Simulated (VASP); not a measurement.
# La (R-3m) in VASP: notebook

The runs below take La through electric field gradients, with PBE.

Program: VASP 6.6.1. These are calculated values, not measurements. Logs are shortened: lines on timing, memory, paths and dates and some standing lists are left out, and cuts for length are marked.

### Step 1. The cell of the first run

The structure is trigonal, space group R-3m (No. 166). The conventional cell has a = 3.670 Å, b = 3.670 Å, c = 9.540 Å, α = 90.00°, β = 90.00°, γ = 120.00°. Around La (site symmetry -3m) lie 12 La at 3.67 to 3.82 Å.

This isn't the form of La at room conditions, which is double hcp.

### Step 2. Electric field gradients, PBE (equal xy, yz and zx shear strains of +4 %)

File INCAR:

```
SYSTEM = La
PREC = Accurate ; ENCUT = 520
EDIFF = 1E-8 ; ISMEAR = -1
SIGMA = 0.05 ; LREAL = .FALSE.
LASPH = .TRUE. ; NELM = 100
ALGO = Normal ; ISIF = 2
LWAVE = .FALSE. ; LCHARG = .FALSE.
GGA = PE ; LEFG = .TRUE.
NBANDS = 12
```

File KPOINTS:

```
Automatic mesh
0
G
  12 12 12
  0 0 0
```

File POSCAR:

```
La
1.0
    0.1059200000      2.7009600000      2.7009600000
    2.7009600000      0.1059200000      2.7009600000
    2.7009600000      2.7009600000      0.1059200000
La
1
Direct
    0.0000000000      0.0000000000      0.0000000000
```

Potentials or basis: VASP PAW PBE potentials, release 64 (La).

Started as:

```sh
cat potpaw_PBE.64/La/POTCAR > POTCAR
mpirun -np 1 vasp_std > vasp.out
```

OUTCAR:

```text
SYSTEM = La
   PREC = Accurate
   ENCUT = 520
   EDIFF = 1E-8
   ISMEAR = -1
   LREAL = .FALSE.
   LASPH = .TRUE.
   NELM = 100
   ISIF = 2
   GGA = PE

 ion  position               nearest neighbor table
   1  0.000  0.000  0.000-

  LATTYP: Found a trigonal (rhomboedric) cell.
 ALAT       =     3.8212025450
 COS(alpha) =     0.5388013830

  Lattice vectors:

 A1 = (   0.1059200000,   2.7009600000,   2.7009600000)
 A2 = (   2.7009600000,   0.1059200000,   2.7009600000)
 A3 = (   2.7009600000,   2.7009600000,   0.1059200000)

Analysis of symmetry for initial positions (statically):
=====================================================================
 Subroutine PRICEL returns:
 Original cell was already a primitive cell.

 Routine SETGRP: Setting up the symmetry group for a
 trigonal (rhombohedral) supercell.

 Subroutine GETGRP returns: Found 12 space group operations
 (whereof 12 operations were pure point group operations)
 out of a pool of 12 trial point group operations.

The static configuration has the point symmetry D_3d.

Analysis of symmetry for dynamics (positions and initial velocities):
=====================================================================
 Subroutine PRICEL returns:
 Original cell was already a primitive cell.

 Routine SETGRP: Setting up the symmetry group for a
 trigonal (rhombohedral) supercell.

 Subroutine GETGRP returns: Found 12 space group operations
 (whereof 12 operations were pure point group operations)
 out of a pool of 12 trial point group operations.

The dynamic configuration has the point symmetry D_3d.

 Subroutine INISYM returns: Found 12 space group operations
 (whereof 12 operations are pure point group operations),
 and found     1 'primitive' translations

----------------------------------------------------------------------------------------

                                     Primitive cell

  volume of cell :      37.0911

  direct lattice vectors                    reciprocal lattice vectors
     0.105920000  2.700960000  2.700960000    -0.196380551  0.188969964  0.188969964
     2.700960000  0.105920000  2.700960000     0.188969964 -0.196380551  0.188969964
     2.700960000  2.700960000  0.105920000     0.188969964  0.188969964 -0.196380551

  length of vectors
     3.821202545  3.821202545  3.821202545     0.331639285  0.331639285  0.331639285

  position of ions in fractional coordinates (direct lattice)
     0.000000000  0.000000000  0.000000000

  ion indices of the primitive-cell ions
   primitive index   ion index
                 1           1

----------------------------------------------------------------------------------------

 KPOINTS: Automatic mesh

Automatic generation of k-mesh.
 Grid dimensions read from file:
 generate k-points for:   12   12   12

 Generating k-lattice:

  Cartesian coordinates                     Fractional coordinates (reciprocal lattice)
    -0.016365046  0.015747497  0.015747497     0.083333333  0.000000000  0.000000000
     0.015747497 -0.016365046  0.015747497     0.000000000  0.083333333  0.000000000
     0.015747497  0.015747497 -0.016365046     0.000000000  0.000000000  0.083333333

  Length of vectors
     0.027636607  0.027636607  0.027636607

  Shift w.r.t. Gamma in fractional coordinates (k-lattice)
     0.000000000  0.000000000  0.000000000

 Subroutine IBZKPT returns following result:
 ===========================================

 Found    189 irreducible k-points:

 Following reciprocal coordinates:
            Coordinates               Weight
  0.000000  0.000000  0.000000      1.000000
  0.083333 -0.000000 -0.000000      6.000000
  0.166667  0.000000  0.000000      6.000000
  0.250000  0.000000 -0.000000      6.000000
  0.333333 -0.000000 -0.000000      6.000000
  0.416667 -0.000000 -0.000000      6.000000
[... 16 lines left out ...]
  0.500000  0.166667  0.000000     12.000000
 -0.416667  0.166667 -0.000000     12.000000
 [... further k-points ...]
   k-points           NKPTS =    189   k-points in BZ     NKDIM =    189   number of bands    NBANDS=     12
   number of dos      NEDOS =    301   number of ions     NIONS =      1
   total plane-waves  NPLWV =  21952
   dimension x,y,z NGX =    28 NGY =   28 NGZ =   28
   dimension x,y,z NGXF=    56 NGYF=   56 NGZF=   56
   ions per type =               1
   NGX,Y,Z   is equivalent  to a cutoff of  12.18, 12.18, 12.18 a.u.
   NGXF,Y,Z  is equivalent  to a cutoff of  24.36, 24.36, 24.36 a.u.
 SYSTEM =  La
   PREC   = accura    normal or accurate (medium, high low for compatibility)
   ISTART =      0    job   : 0-new  1-cont  2-samecut
   ICHARG =      2    charge: 1-file 2-atom 10-const
   ISPIN  =      1    spin polarized calculation?
   LNONCOLLINEAR =      F non collinear calculations
   LSORBIT =      F    spin-orbit coupling
   LASPH  =      T    aspherical Exc in radial PAW
   ENCUT  =  520.0 eV  38.22 Ry    6.18 a.u.   7.10  7.10  7.10*2*pi/ulx,y,z
   NELM   =    100;   NELMIN=  2; NELMDL= -5     # of ELM steps
   EDIFF  = 0.1E-07   stopping-criterion for ELM
   LREAL  =      F    real-space projection
   EDIFFG = 0.1E-06   stopping-criterion for IOM
   NSW    =      0    number of steps for IOM
   IBRION =     -1    ionic relax: 0-MD 1-quasi-New 2-CG
   NFREE  =      0    steps in history (QN), initial steepest desc. (CG)
   ISIF   =      2    stress and relaxation
   ISYM   =      2    0-nonsym 1-usesym 2-fastsym
   POTIM  = 0.5000    time-step for ionic-motion
   TEBEG  =    0.0;   TEEND  =   0.0 temperature during run
   PSTRESS=    0.0 pullay stress
   NELECT =      11.0000    total number of electrons
   NUPDOWN=      -1.0000    fix difference up-down
   EMIN   =  10.00;   EMAX   =-10.00  energy-range for DOS
   EFERMI =   0.00;   METHOD = LEGACY
   ISMEAR =    -1;   SIGMA  =   0.05  broadening in eV -4-tet -1-fermi 0-gaus
   EFERMI_NEDOS =   21; number of points for ismear=-14 and -15
   IALGO  =     38    algorithm
   IMIX   =      4    mixing-type and parameters
     AMIX     =   0.40;   BMIX     =  1.00
     AMIX_MAG =   1.60;   BMIX_MAG =  1.00
  volume/ion in A,a.u.               =      37.09       250.30
  Fermi-wavevector in a.u.,A,eV,Ry     =   1.091732  2.063074 16.216486  1.191878
  Thomas-Fermi vector in A             =   2.227983
   LORBIT       =      0    0 simple, 1 ext, 2 COOP (PROOUT), +10 PAW based schemes
   GGA     = PE    functional components
   LHFCALC =     F    Hartree Fock is set to
   AEXX    =    0.0000 exact exchange contribution
   IVDW    =     0    specifies the selected vdW correction
   LEPSILON=     F    determine dielectric tensor
   LRPA    =     F    only Hartree local field effects (RPA)
 non-spin polarized calculation
  energy-cutoff  :      520.00
  volume of cell :       37.09
 maximum number of plane-waves:      1012
   NGX = 15   NGY = 15   NGZ = 15

 number of electron      10.9999998 magnetization

 Free energy of the ion-electron system (eV)
  ---------------------------------------------------
  ext. energy  EPLUGINS =         0.00000000
  ---------------------------------------------------
  free energy    TOTEN  =        -4.87851610 eV

  energy without entropy =       -4.86274385  energy(sigma->0) =       -4.87062998

 E-fermi :   7.8627     XC(G=0):  -9.5633

 val. band max:        7.8615526899   @ k =  -0.3333   0.3333   0.3333
 cond. band min:       7.8685636472   @ k =   0.5000   0.2500   0.0833
 fundamental gap:      0.0070109573
 Fermi energy:         7.8626797323

 k-point     1 :       0.0000    0.0000    0.0000
  band No.  band energies     occupation
      1     -24.9916      2.00000
      2      -8.0674      2.00000
      3      -7.9306      2.00000
      4      -7.9306      2.00000
      5       4.7056      2.00000
      6       8.8794      0.00000
      7       9.1819      0.00000
      8       9.5839      0.00000
      9       9.5839      0.00000
     10       9.6037      0.00000
     11       9.7183      0.00000
     12       9.7183      0.00000
[... 331 lines left out ...]
 k-point    24 :      -0.4167    0.1667   -0.0000
  band No.  band energies     occupation
      1     -24.7569      2.00000
      2      -9.2819      2.00000
      3      -8.4406      2.00000
      4      -8.2470      2.00000
      5       6.8357      2.00000
      6       8.0871      0.02225
      7       9.2340      0.00000
      8       9.4627      0.00000
      9       9.6390      0.00000
     10       9.6867      0.00000
     11      10.0245      0.00000
     12      10.1543      0.00000

 [... further k-points ...]

------------------------ aborting loop because EDIFF is reached ----------------------------------------

  FORCE on cell =-STRESS in cart. coord.  units (eV):
  Direction    XX          YY          ZZ          XY          YZ          ZX
  --------------------------------------------------------------------------------------
  -------------------------------------------------------------------------------------
  Total       -0.0101225     -0.0101225     -0.0101225     -0.1993580     -0.1993580     -0.1993580
  in kB       -0.4372485     -0.4372485     -0.4372485     -8.6114227     -8.6114227     -8.6114227
  external PRESSURE =      -0.4372485 kB  Pullay stress =       0.0000000 kB

 VOLUME and BASIS-vectors are now :
 -----------------------------------------------------------------------------
  energy-cutoff  :      520.00
  volume of cell :       37.09
      direct lattice vectors                 reciprocal lattice vectors
     0.105920000  2.700960000  2.700960000    -0.196380551  0.188969964  0.188969964
     2.700960000  0.105920000  2.700960000     0.188969964 -0.196380551  0.188969964
     2.700960000  2.700960000  0.105920000     0.188969964  0.188969964 -0.196380551

 POSITION                                       TOTAL-FORCE (eV/Angst)
 -----------------------------------------------------------------------------------
      0.00000      0.00000      0.00000        -0.000000     -0.000000     -0.000000
 -----------------------------------------------------------------------------------
    total drift:                                0.000000      0.000000      0.000000

  FREE ENERGIE OF THE ION-ELECTRON SYSTEM (eV)
  ---------------------------------------------------
  free  energy   TOTEN  =        -4.8785161045 eV

  energy  without entropy=       -4.8627438530  energy(sigma->0) =       -4.87062998

 Electric field gradients (V/A^2)
---------------------------------------------------------------------
 ion       V_xx      V_yy      V_zz      V_xy      V_xz      V_yz
---------------------------------------------------------------------
   1      -0.000     0.000     0.000   -26.419   -26.419   -26.419
---------------------------------------------------------------------

 Electric field gradients after diagonalization (V/A^2)
 (convention: |V_zz| > |V_xx| > |V_yy|)
----------------------------------------------------------------------
 ion       V_xx      V_yy      V_zz     asymmetry (V_yy - V_xx)/ V_zz
----------------------------------------------------------------------
   1      26.419    26.419   -52.839       0.000
----------------------------------------------------------------------

           NMR quadrupolar parameters

 Cq : quadrupolar parameter    Cq=e*Q*V_zz/h
 eta: asymmetry parameters     (V_yy - V_xx)/ V_zz
 Q  : nuclear electric quadrupole moment in mb (millibarn)
----------------------------------------------------------------------
 ion       Cq(MHz)       eta       Q (mb)
----------------------------------------------------------------------
   1      -0.128       0.000       1.000
----------------------------------------------------------------------
```

It took 1.7 min on 1 thread of Intel Xeon Platinum 8259CL at 2.50GHz (Skylake/Cascade Lake), shared host; peak memory 0.25 GiB.

Results:

| Property | Result |
| --- | --- |
| Free energy | -4.8785 eV |
| Pressure | 0.0 GPa |
| Band gap on the k mesh | none (metal or under the smearing width) |

Stress tensor (GPa, compression positive):
```
-0.04 -0.86 -0.86
-0.86 -0.04 -0.86
-0.86 -0.86 -0.04
```

Electric field gradients, principal values (V/Å²):
```tsv
atom	Vxx	Vyy	Vzz
1 La	26.419	26.419	-52.839
```

The run has no spin-orbit coupling, so splittings on La are missing.

### Step 3. Electric field gradients, PBE (equal xy, yz and zx shear strains of +3 %)

File INCAR:

```
  PREC = Accurate
  ENCUT = 520
  EDIFF = 1E-8
  ISMEAR = -1
  SIGMA = 0.05
  LREAL = F
  LASPH = T
  NELM = 100
  ALGO = Normal
  ISIF = 2
  LWAVE = F
  LCHARG = F
  GGA = PE
  LEFG = T
  NBANDS = 12
```

File KPOINTS:

```
regular mesh
0
Gamma
  12 12 12
```

File POSCAR:

```
La
1.0
    0.0794400000      2.6877200000      2.6877200000
    2.6877200000      0.0794400000      2.6877200000
    2.6877200000      2.6877200000      0.0794400000
La
1
Direct
    0.0000000000      0.0000000000      0.0000000000
```

Potentials or basis: VASP PAW PBE potentials, release 64 (La).

Started as:

```sh
cat potpaw_PBE.64/La/POTCAR > POTCAR
mpirun -np 1 vasp_std > vasp.out
```

OUTCAR:

```text
PREC = Accurate
   ENCUT = 520
   EDIFF = 1E-8
   ISMEAR = -1
   LREAL = F
   LASPH = T
   NELM = 100
   ISIF = 2
   GGA = PE

 ion  position               nearest neighbor table
   1  0.000  0.000  0.000-

  LATTYP: Found a trigonal (rhomboedric) cell.
 ALAT       =     3.8018401216
 COS(alpha) =     0.5293254421

  Lattice vectors:

 A1 = (   0.0794400000,   2.6877200000,   2.6877200000)
 A2 = (   2.6877200000,   0.0794400000,   2.6877200000)
 A3 = (   2.6877200000,   2.6877200000,   0.0794400000)

Analysis of symmetry for initial positions (statically):
=====================================================================
 Subroutine PRICEL returns:
 Original cell was already a primitive cell.

[... 543 lines left out ...]
  in kB       -1.0135810     -1.0135810     -1.0135810     -6.5165778     -6.5165778     -6.5165778
  external PRESSURE =      -1.0135810 kB  Pullay stress =       0.0000000 kB

 VOLUME and BASIS-vectors are now :
 -----------------------------------------------------------------------------
  energy-cutoff  :      520.00
  volume of cell :       37.11
      direct lattice vectors                 reciprocal lattice vectors
     0.079440000  2.687720000  2.687720000    -0.194488917  0.188905503  0.188905503
     2.687720000  0.079440000  2.687720000     0.188905503 -0.194488917  0.188905503
     2.687720000  2.687720000  0.079440000     0.188905503  0.188905503 -0.194488917

 POSITION                                       TOTAL-FORCE (eV/Angst)
 -----------------------------------------------------------------------------------
      0.00000      0.00000      0.00000        -0.000000     -0.000000     -0.000000
 -----------------------------------------------------------------------------------
    total drift:                                0.000000      0.000000      0.000000

  FREE ENERGIE OF THE ION-ELECTRON SYSTEM (eV)
  ---------------------------------------------------
  free  energy   TOTEN  =        -4.8836833669 eV

  energy  without entropy=       -4.8681108610  energy(sigma->0) =       -4.87589711

 Electric field gradients (V/A^2)
---------------------------------------------------------------------
 ion       V_xx      V_yy      V_zz      V_xy      V_xz      V_yz
---------------------------------------------------------------------
   1       0.000    -0.000     0.000   -19.846   -19.846   -19.846
---------------------------------------------------------------------

 Electric field gradients after diagonalization (V/A^2)
 (convention: |V_zz| > |V_xx| > |V_yy|)
----------------------------------------------------------------------
 ion       V_xx      V_yy      V_zz     asymmetry (V_yy - V_xx)/ V_zz
----------------------------------------------------------------------
   1      19.846    19.846   -39.691       0.000
----------------------------------------------------------------------

           NMR quadrupolar parameters

 Cq : quadrupolar parameter    Cq=e*Q*V_zz/h
 eta: asymmetry parameters     (V_yy - V_xx)/ V_zz
 Q  : nuclear electric quadrupole moment in mb (millibarn)
----------------------------------------------------------------------
 ion       Cq(MHz)       eta       Q (mb)
----------------------------------------------------------------------
   1      -0.096       0.000       1.000
----------------------------------------------------------------------
```

Wall time 1.9 min (1 thread of Intel Xeon Platinum 8259CL at 2.50GHz (Skylake/Cascade Lake), shared host); peak memory 0.24 GiB.

Results:

| Property | Result |
| --- | --- |
| Free energy | -4.8837 eV |
| Pressure | -0.1 GPa |
| Band gap on the k mesh | none (metal or under the smearing width) |

Levels at points of the mesh, in eV from the Fermi level:
| k point | band 1 | band 2 | band 3 | band 4 | band 5 | band 6 | band 7 | band 8 | band 9 | band 10 |
| --- | --- | --- | --- | --- | --- | --- | --- | --- | --- | --- |
| (0.00, 0.00, 0.00) | -32.85 | -15.91 | -15.81 | -15.81 | -3.16 | 1.13 | 1.32 | 1.67 | 1.67 | 1.76 |
| (0.50, 0.00, 0.00) | -32.64 | -17.26 | -16.05 | -16.03 | -1.70 | 0.98 | 1.35 | 1.55 | 1.80 | 1.85 |
| (0.50, 0.50, 0.00) | -32.59 | -17.14 | -16.38 | -16.28 | -1.96 | -1.37 | 1.86 | 1.90 | 1.93 | 1.94 |
| (0.50, 0.50, 0.50) | -32.69 | -17.17 | -15.95 | -15.95 | -1.67 | 1.32 | 1.42 | 1.42 | 1.76 | 1.89 |

Electric field gradients, principal values (V/Å²):
| atom | Vxx | Vyy | Vzz |
| --- | --- | --- | --- |
| 1 La | 19.846 | 19.846 | -39.691 |

Spin-orbit coupling is left out, which matters for the levels of La.
